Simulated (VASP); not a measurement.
# Co in VASP: a series of runs

The runs below take Co through single point, with PBE.

All numbers are computed with VASP 6.6.1; they aren't measurements. Logs are shortened: lines on timing, memory, paths and dates and some standing lists are left out, and cuts for length are marked.

## Step 1: The sheet as given

The cell holds a sheet with vacuum, 1 atom: a = 2.347 Å, b = 2.347 Å, c = 23.800 Å, α = 90.00°, β = 90.00°, γ = 120.00°.

The cell was built by a generator and needn't be a form met in nature.

## Step 2: Single point, PBE, collinear spin, typed start

Input file INCAR:

```
ALGO = Fast
DIPOL = 0.5 0.5 0.294
EDIFF = 1E-6
ENCUT = 520
GGA = PE
IDIPOL = 3
ISIF = 2
ISMEAR = 0
ISPIN = 2
LASPH = T
LCHARG = F
LDIPOL = T
LMAXMIX = 4
LORBIT = 11
LREAL = F
LWAVE = F
MAGMOM = 2.1
NBANDS = 14
NELM = 150
PREC = Accurate
SIGMA = 0.1
```

Input file KPOINTS:

```
k-points
0
Gamma
  24 24 1
```

Input file POSCAR:

```
Co
1.0
    2.3471518596      0.0000000000      0.0000000000
   -1.1735759298      2.0326931370      0.0000000000
    0.0000000000      0.0000000000     23.8000000000
Co
1
Direct
    0.0000000000      0.0000000000      0.2941176471
```

Potentials or basis: VASP PAW PBE potentials, release 64 (Co).

Launch:

```
$ cat potpaw_PBE.64/Co/POTCAR > POTCAR
$ mpirun -np 1 vasp_std > vasp.out
```

OUTCAR:

```text
EDIFF = 1E-6
   ENCUT = 520
   GGA = PE
   ISIF = 2
   ISMEAR = 0
   ISPIN = 2
   LASPH = T
   LORBIT = 11
   LREAL = F
   NELM = 150
   PREC = Accurate

 ion  position               nearest neighbor table
   1  0.000  0.000  0.294-

  LATTYP: Found a hexagonal cell.
 ALAT       =     2.3471518596
 C/A-ratio  =    10.1399489354

  Lattice vectors:

 A1 = (   2.3471518596,   0.0000000000,   0.0000000000)
 A2 = (  -1.1735759298,   2.0326931370,   0.0000000000)
 A3 = (   0.0000000000,   0.0000000000,  23.8000000000)

Analysis of symmetry for initial positions (statically):
=====================================================================
 Subroutine PRICEL returns:
 Original cell was already a primitive cell.

 Routine SETGRP: Setting up the symmetry group for a
 hexagonal supercell.

 Subroutine GETGRP returns: Found 24 space group operations
 (whereof 12 operations were pure point group operations)
 out of a pool of 24 trial point group operations.

The static configuration has the point symmetry C_6v.
 The point group associated with its full space group is D_6h.

Analysis of symmetry for dynamics (positions and initial velocities):
=====================================================================
 Subroutine PRICEL returns:
 Original cell was already a primitive cell.

 Routine SETGRP: Setting up the symmetry group for a
 hexagonal supercell.

 Subroutine GETGRP returns: Found 24 space group operations
 (whereof 12 operations were pure point group operations)
 out of a pool of 24 trial point group operations.

The dynamic configuration has the point symmetry C_6v.
 The point group associated with its full space group is D_6h.

Analysis of structural, dynamic, and magnetic symmetry:
=====================================================================
 Subroutine PRICEL returns:
 Original cell was already a primitive cell.

 Routine SETGRP: Setting up the symmetry group for a
 hexagonal supercell.

 Subroutine GETGRP returns: Found 24 space group operations
 (whereof 12 operations were pure point group operations)
 out of a pool of 24 trial point group operations.

The overall configuration has the point symmetry C_6v.
 The point group associated with its full space group is D_6h.

 Subroutine INISYM returns: Found 24 space group operations
 (whereof 12 operations are pure point group operations),
 and found     1 'primitive' translations

----------------------------------------------------------------------------------------

                                     Primitive cell

  volume of cell :     113.5507

  direct lattice vectors                    reciprocal lattice vectors
     2.347151860  0.000000000  0.000000000     0.426048275  0.245979086  0.000000000
[... 138 lines left out ...]

 E-fermi :  -3.6121     XC(G=0):  -2.0606

 val. band max:       -3.6393751823   @ k =   0.3750   0.1667   0.0000
 cond. band min:      -3.6105768622   @ k =   0.3333   0.0417   0.0000
 fundamental gap:      0.0287983201
 Fermi energy:        -3.6120893331

 spin component 1

 k-point     1 :       0.0000    0.0000    0.0000
  band No.  band energies     occupation
      1      -9.9924      1.00000
      2      -6.5308      1.00000
      3      -6.0574      1.00000
      4      -6.0574      1.00000
      5      -4.8040      1.00000
      6      -4.8040      1.00000
      7      -3.3522      0.00012
      8       1.1297      0.00000
      9       1.5983      0.00000
     10       1.6747      0.00000
     11       2.5365      0.00000
     12       2.7682      0.00000
     13       4.1430      0.00000
     14       4.5466      0.00000
[... 379 lines left out ...]
      3      -5.3390      1.00000
      4      -5.2405      1.00000
      5      -3.8954      0.99997
      6      -0.9297      0.00000
      7       4.2747      0.00000
      8       5.4281      0.00000
      9       8.1544      0.00000
     10       9.3395      0.00000
     11      10.0365      0.00000
     12      10.0969      0.00000
     13      10.7973      0.00000
     14      11.0408      0.00000

 [... further k-points ...]

 spin component 2

 k-point     1 :       0.0000    0.0000    0.0000
  band No.  band energies     occupation
      1      -9.7201      1.00000
      2      -5.0144      1.00000
      3      -4.4214      1.00000
      4      -4.4213      1.00000
      5      -3.3634      0.00022
      6      -2.6601      0.00000
      7      -2.6601      0.00000
      8       1.0551      0.00000
      9       1.4778      0.00000
     10       1.6791      0.00000
     11       2.4816      0.00000
     12       2.7743      0.00000
     13       4.1052      0.00000
     14       4.5313      0.00000
[... 379 lines left out ...]
      3      -3.3408      0.00006
      4      -3.1662      0.00000
      5      -2.2214      0.00000
      6      -0.7246      0.00000
      7       4.9974      0.00000
      8       5.6205      0.00000
      9       8.2074      0.00000
     10       9.1951      0.00000
     11      10.0115      0.00000
     12      10.0272      0.00000
     13      10.6755      0.00000
     14      10.9868      0.00000

 [... further k-points ...]

------------------------ aborting loop because EDIFF is reached ----------------------------------------

 vacuum level on the upper side and lower side of the slab       (xc-potential included)        -0.184        -0.183

  FORCE on cell =-STRESS in cart. coord.  units (eV):
  Direction    XX          YY          ZZ          XY          YZ          ZX
  --------------------------------------------------------------------------------------
  -------------------------------------------------------------------------------------
  Total       -0.0513090     -0.0513090     -0.0006864      0.0000000      0.0000000      0.0000000
  in kB       -0.7239591     -0.7239591     -0.0096855      0.0000000      0.0000000      0.0000000
  external PRESSURE =      -0.4858679 kB  Pullay stress =       0.0000000 kB

 VOLUME and BASIS-vectors are now :
 -----------------------------------------------------------------------------
  energy-cutoff  :      520.00
  volume of cell :      113.55
      direct lattice vectors                 reciprocal lattice vectors
     2.347151860  0.000000000  0.000000000     0.426048275  0.245979086  0.000000000
    -1.173575930  2.032693137  0.000000000     0.000000000  0.491958172  0.000000000
     0.000000000  0.000000000 23.800000000     0.000000000  0.000000000  0.042016807

 POSITION                                       TOTAL-FORCE (eV/Angst)
 -----------------------------------------------------------------------------------
      0.00000      0.00000      7.00000         0.000000      0.000000     -0.000000
 -----------------------------------------------------------------------------------
    total drift:                                0.000000      0.000000     -0.000045

  FREE ENERGIE OF THE ION-ELECTRON SYSTEM (eV)
  ---------------------------------------------------
  free  energy   TOTEN  =        -5.6368076046 eV

  energy  without entropy=       -5.6287046881  energy(sigma->0) =       -5.63275615

 vacuum level on the upper side and lower side of the slab         1.380         1.380

 total charge

# of ion       s       p       d       tot
------------------------------------------
    1        0.534   0.381   7.222   8.136

 magnetization (x)

# of ion       s       p       d       tot
------------------------------------------
    1        0.003  -0.039   1.849   1.813
```

Run time: 3.5 min. Hardware: 1 thread of Intel Xeon 6975P-C (Granite Rapids), shared host; peak memory 0.36 GiB.

What came out:

| Item | Value |
| --- | --- |
| Free energy | -5.6368 eV |
| Band gap on the k mesh | none (metal or under the smearing width) |
| Net moment | 1.78 μB per cell |
| Site moments | Co +1.81 μB |
| Valence electrons inside the program's atomic spheres | Co 8.14 |

## Step 3: Single point, PBE, collinear spin, typed start

This run uses another cell than the first one, of 113.88 Å³/atom, 1.003 times its volume.

Input file INCAR:

```
ALGO = Normal ; DIPOL = 0.5 0.5 0.294
EDIFF = 1E-7 ; ENCUT = 520
GGA = PE ; IDIPOL = 3
ISIF = 2 ; ISMEAR = 0
ISPIN = 2 ; LASPH = True
LCHARG = False ; LDIPOL = True
LMAXMIX = 4 ; LORBIT = 11
LREAL = False ; LWAVE = False
MAGMOM = 2.1 ; NBANDS = 14
NELM = 150 ; PREC = Accurate
SIGMA = 0.1
```

KPOINTS is that of step 2.

Input file POSCAR:

```
Co
1.0
    2.3505148901      0.0000000000      0.0000000000
   -1.1752574450      2.0356056068      0.0000000000
    0.0000000000      0.0000000000     23.8000000000
Co
1
Direct
    0.0000000000      0.0000000000      0.2941176471
```

Potentials or basis: VASP PAW PBE potentials, release 64 (Co).

Launch:

```
$ cat potpaw_PBE.64/Co/POTCAR > POTCAR
$ mpirun -np 1 vasp_std > vasp.out
```

Run time: 2.9 min. Hardware: 1 thread of Intel Xeon 6975P-C (Granite Rapids), shared host; peak memory 0.37 GiB.

Results (log left out):

```
Free energy                                           : -5.6366 eV
Band gap on the k mesh                                : none (metal or under the smearing width)
Net moment                                            : 1.78 μB per cell
Site moments                                          : Co +1.82 μB
Valence electrons inside the program's atomic spheres : Co 8.13
```

Levels at points of the mesh, in eV from the Fermi level:
Spin up:
```csv
k point,band 1,band 2,band 3,band 4,band 5,band 6,band 7,band 8,band 9,band 10
"(0.00, 0.00, 0.00)",-6.37,-2.91,-2.44,-2.44,-1.20,-1.20,0.27,4.75,5.23,5.32
"(0.50, 0.00, 0.00)",-4.64,-3.60,-1.73,-1.60,-0.15,2.61,7.69,9.15,11.50,13.33
```
Spin down:
| k point | band 1 | band 2 | band 3 | band 4 | band 5 | band 6 | band 7 | band 8 |
| --- | --- | --- | --- | --- | --- | --- | --- | --- |
| (0.00, 0.00, 0.00) | -6.09 | -1.39 | -0.80 | -0.80 | 0.26 | 0.95 | 0.95 | 4.67 |
| (0.50, 0.00, 0.00) | -3.41 | -1.96 | 0.27 | 0.48 | 1.73 | 2.60 | 8.44 | 9.34 |

## Step 4: Single point, PBE, collinear spin, typed start

This run uses another cell than the first one, of 116.58 Å³/atom, 1.027 times its volume.

Input file INCAR:

```
  ALGO = Normal
  DIPOL = 0.5 0.5 0.294
  EDIFF = 1E-6
  ENCUT = 520
  GGA = PE
  IDIPOL = 3
  ISIF = 2
  ISMEAR = 0
  ISPIN = 2
  LASPH = T
  LCHARG = T
  LDIPOL = T
  LELF = T
  LMAXMIX = 4
  LORBIT = 11
  LREAL = F
  LVACPOTAV = T
  LVHAR = T
  LWAVE = F
  MAGMOM = 3
  NBANDS = 14
  NELM = 150
  PREC = Accurate
  SIGMA = 0.1
```

Input file KPOINTS:

```
k-points
0
Gamma
  6 6 1
```

Input file POSCAR:

```
Co
1.0
    2.3782729964      0.0000000000      0.0000000000
   -1.1891364982      2.0596448320      0.0000000000
    0.0000000000      0.0000000000     23.8000000000
Co
1
Direct
    0.0000000000      0.0000000000      0.2941176471
```

Launch:

```
$ cat potpaw_PBE.64/Co/POTCAR > POTCAR
$ mpirun -np 1 vasp_std > vasp.out
```

Wall time 36 s (1 thread of Intel Xeon 6975P-C (Granite Rapids), shared host); peak memory 0.26 GiB.

It converged, with:

```yaml
Free_energy: -5.6001 eV
Band_gap_on_the_k_mesh: none (metal or under the smearing width)
Net_moment: 2.06 μB per cell
Site_moments: Co +2.07 μB
Valence_electrons_inside_the_program's_atomic_spheres: Co 8.07
Work_function_of_the_upper_face: 5.27 eV
Work_function_of_the_lower_face: 5.27 eV
```

Levels at points of the mesh, in eV from the Fermi level:
Spin up:
```tsv
k point	band 3	band 4	band 5	band 6	band 7	band 8	band 9	band 10
(0.00, 0.00, 0.00)	-2.38	-2.38	-1.37	-1.37	0.45	4.85	5.33	5.39
(0.50, 0.00, 0.00)	-1.78	-1.75	-0.23	2.73	7.50	9.10	11.41	13.27
```
Spin down:
| k point | band 1 | band 2 | band 3 | band 4 | band 5 | band 6 | band 7 | band 8 | band 9 |
| --- | --- | --- | --- | --- | --- | --- | --- | --- | --- |
| (0.00, 0.00, 0.00) | -5.73 | -1.20 | -0.49 | -0.49 | 0.54 | 1.10 | 1.10 | 4.82 | 5.25 |
| (0.50, 0.00, 0.00) | -3.00 | -1.64 | 0.34 | 0.66 | 1.91 | 2.78 | 8.39 | 9.39 | 11.56 |

Caveat: the k mesh is coarse (spacing up to 0.51 Å⁻¹), so the values aren't converged.

## Step 5: Single point, PBE, collinear spin, typed start

This run uses another cell than the first one, of 74.16 Å³/atom, 0.653 times its volume.

Input file INCAR:

```
SYSTEM = Co
PREC     = Accurate       ! precision mode
ENCUT    = 520            ! plane-wave cutoff, eV
EDIFF    = 1E-6           ! SCF threshold, eV
ISMEAR   = 0              ! smearing method
SIGMA    = 0.1            ! smearing width, eV
LREAL    = .FALSE.        ! projectors in reciprocal space
LASPH    = .TRUE.         ! aspherical terms in the spheres
NELM     = 150            ! most SCF steps
ALGO     = Normal         ! electronic algorithm
ISIF     = 2              ! what is computed and relaxed
LWAVE    = .FALSE.        ! write WAVECAR
LCHARG   = .TRUE.         ! write CHGCAR
ISPIN    = 2              ! spin polarisation
MAGMOM   = 3              ! initial moments
LORBIT   = 11             ! projections on sites
LMAXMIX  = 4              ! l up to which the mixer works
LDIPOL   = .TRUE.       
IDIPOL   = 3            
DIPOL    = 0.5 0.5 0.500
GGA      = PE             ! functional
LELF     = .TRUE.         ! ELF
LVHAR    = .TRUE.       
LVACPOTAV= .TRUE.       
NBANDS   = 14             ! bands
```

Input file KPOINTS:

```
Automatic mesh
0
G
  6 6 1
  0 0 0
```

Input file POSCAR:

```
Co
1.0
    2.4731120000      0.0000000000      0.0000000000
   -1.2365560000      2.1417780000      0.0000000000
    0.0000000000      0.0000000000     14.0000000000
Co
1
Direct
    0.0000000000      0.0000000000      0.5000000000
```

Launch:

```
$ cat potpaw_PBE.64/Co/POTCAR > POTCAR
$ mpirun -np 1 vasp_std > vasp.out
```

Run time: 19 s. Hardware: 1 thread of Intel Xeon 6975P-C (Granite Rapids), shared host; peak memory 0.2 GiB.

The run converged. Its results:

* Free energy: -5.5358 eV
* Band gap on the k mesh: none (metal or under the smearing width)
* Net moment: 2.06 μB per cell
* Site moments: Co +2.09 μB
* Valence electrons inside the program's atomic spheres: Co 7.93
* Work function of the upper face: 5.19 eV
* Work function of the lower face: 5.19 eV

Levels at points of the mesh, in eV from the Fermi level:
Spin up:
```
           k point  band 3  band 4  band 5  band 6  band 7  band 8  band 9  band 10
(0.00, 0.00, 0.00)   -2.30   -2.30   -1.52   -1.52    0.64    4.76    5.80     6.35
(0.50, 0.00, 0.00)   -1.86   -1.83   -0.51    2.48    6.59    8.57   10.79    12.58
```
Spin down:
```tsv
k point	band 1	band 2	band 3	band 4	band 5	band 6	band 7	band 8
(0.00, 0.00, 0.00)	-5.39	-1.00	-0.40	-0.40	0.69	0.94	0.94	4.68
(0.50, 0.00, 0.00)	-2.60	-1.37	0.27	0.57	1.64	2.47	7.46	8.84
```

Caveat: the k mesh is coarse (spacing up to 0.49 Å⁻¹), so the values aren't converged.

## Step 6: The runs side by side

```tsv
cell	k mesh	mesh quality	gap on the mesh (eV)	moment (μB)	work function (eV)
P6/mmm, 113.55 Å³/atom	24 × 24 × 1	not flagged	none	1.78	-
P6/mmm, 113.88 Å³/atom	24 × 24 × 1	not flagged	none	1.78	-
P6/mmm, 116.58 Å³/atom	6 × 6 × 1	coarse	none	2.06	5.27
P6/mmm, 74.16 Å³/atom	6 × 6 × 1	coarse	none	2.06	5.19
```

Alike in all rows: task single point; level PBE; potentials or basis VASP PAW PBE potentials, release 64 (Co); spin collinear, typed start; cutoff (eV) 520; smearing gaussian 0.1 eV.

Caveats: some runs use coarse meshes.

Total energies depend on the potentials used, so only differences within one code and one set of settings carry meaning.
